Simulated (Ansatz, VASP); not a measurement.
# HfC: VASP beside Ansatz

The input INCAR:

```
PREC = Accurate ; ENCUT = 520
EDIFF = 1E-7 ; ISMEAR = -1
SIGMA = 0.05 ; LREAL = F
LASPH = T ; NELM = 60
ALGO = Normal ; ISIF = 2
LWAVE = F ; LCHARG = F
GGA = PS ; NBANDS = 22
```

File KPOINTS:

```
regular mesh
0
Gamma
  9 9 5
```

File POSCAR:

```
HfC
1.0
    3.2746251489      0.0000000000      0.0000000000
   -1.6373125744      2.8359085668      0.0000000000
    0.0000000000      0.0000000000      5.0965063620
Hf C
2 2
Direct
    0.3333333333      0.6666666667      0.2500000000
    0.6666666667      0.3333333333      0.7500000000
    0.0000000000      0.0000000000      0.5000000000
    0.0000000000      0.0000000000      0.0000000000
```

The input input.yaml:

```yaml
crystal:
  lattice:
    - [3.2746251489, 0.0, 0.0]
    - [-1.6373125744, 2.8359085668, 0.0]
    - [0.0, 0.0, 5.096506362]
  atoms:
    - { symbol: Hf, position: [0.3333333333, 0.6666666667, 0.25] }
    - { symbol: Hf, position: [0.6666666667, 0.3333333333, 0.75] }
    - { symbol: C, position: [0.0, 0.0, 0.5] }
    - { symbol: C, position: [0.0, 0.0, 0.0] }
hamiltonian:
  xc: pbesol
  pseudopotentials: { kind: paw }
kpoints:
  mp_grid: { grid: [9, 9, 5] }
scf:
  occupations: { method: fermi_dirac, width: 0.05 }
output:
  forces: true
  stress: true
  eigenvalues: true
```

Change from the starting cell: volume scaled by 0.94.

Alike in both runs: task single point; functional PBEsol; k mesh 9 × 9 × 5; occupations fermi-dirac, width 0.05 eV; no spin polarisation.

|  | VASP | Ansatz |
| --- | --- | --- |
| version | VASP 6.6.1 | Ansatz 0.2.0 |
| potentials or method | VASP PAW PBE potentials, release 64 (Hf_pv, C) | Ansatz PAW |
| plane-wave cutoff (eV) | 520 | 420 |
| valence electrons in the cell | 28 | 60 |

|  | VASP | Ansatz | Ansatz less VASP |
| --- | --- | --- | --- |
| gap on the k mesh at the Fermi level (eV) | none | none | - |
| pressure (GPa) | 7.6 | 7.9 | +0.27 |
| largest component of the traceless stress (GPa) | 1.48 | 1.45 | -0.031 |

A gap of «none» marks a metal or a gap that the smearing closes. The two sets of potentials don't hold the same shells in valence.

Caveats: the PAW data sets were made with another functional, which shifts forces and pressure a little (VASP); the PAW data sets come from PBE, with cores solved anew for the run's functional, which leaves a small shift of forces and pressure (Ansatz). Spin-orbit coupling is left out, which matters for the levels of Hf.
